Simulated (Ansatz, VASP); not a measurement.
# MgO in VASP and in Ansatz

Contents of INCAR:

```
SYSTEM = MgO
ALGO     = Fast           ! electronic algorithm
EDIFF    = 1E-6           ! SCF threshold, eV
ENCUT    = 520            ! plane-wave cutoff, eV
GGA      = PS             ! functional
ISIF     = 2              ! what is computed and relaxed
ISMEAR   = 0              ! smearing method
LASPH    = .True.         ! aspherical terms in the spheres
LCHARG   = .False.        ! write CHGCAR
LREAL    = .False.        ! projectors in reciprocal space
LWAVE    = .False.        ! write WAVECAR
NBANDS   = 11             ! bands
NELM     = 80             ! most SCF steps
PREC     = Accurate       ! precision mode
SIGMA    = 0.05           ! smearing width, eV
```

The input KPOINTS:

```
k-points
0
Gamma
  9 9 8
  0 0 0
```

POSCAR

```
MgO
1.0
    2.9380209034      0.0000000000      0.0000000000
   -1.4690104517      2.5444007392      0.0000000000
    0.0000000000      0.0000000000      2.6796800000
Mg O
1 1
Direct
    0.0000000000      0.0000000000      0.0000000000
    0.3333333333      0.6666666667      0.4020405422
```

Input for Ansatz:

```yaml
crystal:
  lattice:
    - [2.9380209034, 0.0, 0.0]
    - [-1.4690104517, 2.5444007392, 0.0]
    - [0.0, 0.0, 2.67968]
  atoms:
    - { symbol: Mg, position: [0.0, 0.0, 0.0] }
    - { symbol: O, position: [0.3333333333, 0.6666666667, 0.4020405422] }
basis:
  ecutwfc: 420
kpoints:
  mp_grid: { grid: [9, 9, 8] }
hamiltonian:
  xc: pbesol
scf:
  occupations: { method: gaussian, width: 0.05 }
output:
  forces: true
  stress: true
  eigenvalues: true
```

Change from the starting cell: all O atoms moved +0.263 Å, as atom 2 towards its neighbour atom 2 (O) at 2.680 Å.

Alike in both runs: task single point; functional PBEsol; k mesh 9 × 9 × 8; occupations gaussian, width 0.05 eV; no spin polarisation.

|  | VASP | Ansatz |
| --- | --- | --- |
| version | VASP 6.6.1 | Ansatz 0.2.0 |
| potentials or method | VASP PAW PBE potentials, release 64 (Mg, O) | scalar-relativistic, plane waves, PAW |
| plane-wave cutoff (eV) | 520 | 420 |
| valence electrons in the cell | 8 | 16 |

Ansatz gave:

| Property | Result |
| --- | --- |
| gap on the k mesh at the Fermi level (eV) | 2.84 |
| least direct gap on the mesh (eV) | 3.33 |
| pressure (GPa) | 2.0 |
| largest component of the traceless stress (GPa) | 0.77 |
| rms of the force components (eV/Å) | 0.531 |

Problem. What did VASP give for the same quantities?

Solution. gap on the k mesh at the Fermi level (eV): 2.84; least direct gap on the mesh (eV): 3.33; pressure (GPa): 1.6; largest component of the traceless stress (GPa): 0.65; rms of the force components (eV/Å): 0.540.

Atom by atom the forces differ by 0.009 eV/Å (rms over components). The two sets of potentials don't hold the same shells in valence.

Caveats: the PAW data sets were made with another functional, which shifts forces and pressure a little (VASP); an odd mesh through Γ misses points on the zone boundary, where band edges often lie.
